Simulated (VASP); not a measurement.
Input of a VASP 6.6.1 run:

Contents of run.py:

```python
from ase.calculators.vasp import Vasp
from ase.dft.bandgap import bandgap
from ase.io import read

atoms = read('Hg.cif', primitive_cell=True, subtrans_included=False)
calc = Vasp(
    directory='calc',
    xc='pbe',
    pp='PBE',
    setups='minimal',
    prec='Accurate',
    encut=500,
    ediff=1e-07,
    ismear=0,
    sigma=0.05,
    lreal=False,
    lasph=True,
    nelm=60,
    algo='Fast',
    isif=2,
    lwave=False,
    lcharg=True,
    lelf=True,
    lvhar=True,
    kpts=[9, 9, 9],
    gamma=True,
)
atoms.calc = calc

print('energy (eV):', atoms.get_potential_energy())
print('free energy (eV):', atoms.get_potential_energy(force_consistent=True))
print('forces (eV/A):')
print(atoms.get_forces())
print('stress (eV/A^3, Voigt):', atoms.get_stress())
print('Fermi level (eV):', calc.get_fermi_level())
gap, top, bottom = bandgap(calc)
print('band gap (eV):', gap, 'from (spin, k, band)', top, 'to', bottom)
```

File Hg.cif:

```cif
data_Hg
_cell_length_a 4.24863698
_cell_length_b 5.34516499
_cell_length_c 3.58309712
_cell_angle_alpha 90.00000000
_cell_angle_beta 126.17882661
_cell_angle_gamma 90.00000000
_space_group_name_H-M_alt 'C2/m'
_space_group_name_Hall '-C 2y'
_space_group_IT_number 12
loop_
_space_group_symop_operation_xyz
'x,y,z'
'-x,-y,-z'
'-x,y,-z'
'x,-y,z'
'x+1/2,y+1/2,z'
'-x+1/2,-y+1/2,-z'
'-x+1/2,y+1/2,-z'
'x+1/2,-y+1/2,z'
loop_
_atom_site_label
_atom_site_type_symbol
_atom_site_symmetry_multiplicity
_atom_site_Wyckoff_symbol
_atom_site_fract_x
_atom_site_fract_y
_atom_site_fract_z
_atom_site_occupancy
Hg1 Hg 2 a 0.0000000000 0.0000000000 0.0000000000 1
```

Potentials or basis: VASP PAW PBE potentials, release 64 (Hg).

Command:

```bash
$ python run.py
```

Problem. Predict the band gap on the k mesh.

Solution. None (metal or under the smearing width).

Problem. Predict the pressure.

Solution. -0.5 GPa.

Stress tensor (GPa, compression positive):
```
-0.67  0.00  0.02
 0.00 -0.20  0.00
 0.02  0.00 -0.70
```

The run has no spin-orbit coupling, so splittings on Hg are missing.
